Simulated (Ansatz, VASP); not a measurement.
## Te: VASP beside Ansatz

```
Te
1.0
     2.30590    1.33131    1.69095
    -2.30590    1.33131    1.69095
     0.00000   -2.66263    1.69095
Te
1
Direct
  0.50000 0.50000 0.50000
```

This isn't the form of Te at room conditions, which is trigonal, of chains.

Alike in both runs: functional PBE; k mesh 9 × 9 × 9; occupations fermi-dirac, width 0.05 eV; no spin polarisation.

|  | VASP | Ansatz |
| --- | --- | --- |
| version | VASP 6.6.1 | Ansatz 0.2.0 |
| potentials or method | VASP PAW PBE potentials, release 54 (Te) | Ansatz PAW |
| plane-wave cutoff (eV) | 500 | 420 |
| valence electrons in the cell | 6 | 16 |
| task | band structure | single point |

|  | VASP | Ansatz | Ansatz less VASP |
| --- | --- | --- | --- |
| gap on the k mesh at the Fermi level (eV) | none | none | - |
| pressure (GPa) | 2.6 | 2.6 | +0.04 |
| largest component of the traceless stress (GPa) | 0.04 | 0.05 | +0.008 |

A gap of «none» marks a metal or a gap that the smearing closes. The functional is the same, so the differences come from potentials, cutoffs and numerics. The two sets of potentials don't hold the same shells in valence.

Caveats: spin-orbit coupling is left out, which moves the levels of the heavy elements (VASP).
